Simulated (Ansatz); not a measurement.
Here is an Ansatz 0.2.0 calculation.

run.py

```python
import json

import ase.io
import numpy as np
from ase.calculators.calculator import CalculationFailed, Calculator
from ase.stress import full_3x3_to_voigt_6_stress
from ase.units import GPa
from ase.eos import EquationOfState

import ansatz as az

class AnsatzCalculator(Calculator):
    implemented_properties = ["energy", "free_energy", "forces", "stress", "magmom"]

    def calculate(self, atoms, properties, system_changes):
        super().calculate(atoms, properties, system_changes)
        structure = atoms.copy()
        structure.set_constraint()
        structure.set_momenta(None)
        structure.set_masses(None)
        outcome = (
            az.Crystal.from_ase(structure)
            .calculation()
            .basis(xc_grid=3)
            .kpoints(7, 7, 11)
            .functional("r2scan", dispersion="d3bj")
            .pseudopotentials(kind="paw", partial_waves="polarizable")
            .scf(tolerance=2e-10)
            .occupations(method="methfessel_paxton", width=0.1)
            .forces()
            .stress()
            .run(threads=2)
        )
        if not outcome.report["converged"]:
            raise CalculationFailed("SCF not converged")
        report = outcome.report
        self.results = {
            "free_energy": report["lagrangian_ev"],
            "energy": report["lagrangian_ev"],
            "forces": np.array(report["forces_ev_ang"]),
            "stress": -GPa * full_3x3_to_voigt_6_stress(report["stress_gpa"]),
            "magmom": report["magnetization_mub"],
        }

np.set_printoptions(precision=5, suppress=True, linewidth=110)
atoms = ase.io.read("POSCAR", format="vasp")
atoms.calc = AnsatzCalculator()
cell = atoms.cell.copy()
volumes, energies = [], []
for x in (0.94, 0.96, 0.98, 1.0, 1.02, 1.04, 1.06):
    atoms.set_cell(cell * x ** (1 / 3), scale_atoms=True)
    volumes.append(atoms.get_volume() / len(atoms))
    energies.append(atoms.get_potential_energy() / len(atoms))
    print(f"x {x:.2f}  V = {volumes[-1]:.4f} A^3/atom  E = {energies[-1]:.6f} eV/atom  P = {-atoms.get_stress()[:3].mean() / GPa:.3f} GPa")
v0, e0, b0 = EquationOfState(volumes, energies, eos="birchmurnaghan").fit()
print(f"V0 = {v0:.4f} A^3/atom, E0 = {e0:.6f} eV/atom, B0 = {b0 / GPa:.2f} GPa")
```

Contents of POSCAR:

```
I
1.0
    2.5383465792     -3.7066249365      0.0000000000
    2.5383465792      3.7066249365      0.0000000000
   -1.6208748370      0.0000000000      2.3810977968
I
1
Direct
    0.5000000000      0.5000000000      0.5000000000
```

Potentials or basis: Ansatz PAW polarizable.

The run is started by

```bash
$ python run.py
```

Q: What does it give for the bulk modulus at fixed shape and positions?

A: 24 GPa.

Q: Estimate the pressure derivative of the bulk modulus.

A: 5.1.

Energy against volume, from the lowest point:
| volume (Å³/atom) | energy (meV/atom) |
| --- | --- |
| 42.118 | 13.47 |
| 43.014 | 5.65 |
| 43.910 | 1.30 |
| 44.806 | 0.00 |
| 45.702 | 1.42 |
| 46.598 | 5.24 |
| 47.494 | 11.17 |

Caveat: the cell was scaled at fixed shape and fractional positions, which overstates the stiffness of a crystal with free parameters, most of all of layers and chains; the PAW data sets were made with another functional, which shifts forces and pressure a little; the dispersion damping was fitted for another functional or another form of the correction; the thresholds are loose for stress. The run has no spin-orbit coupling, so splittings on I are missing.
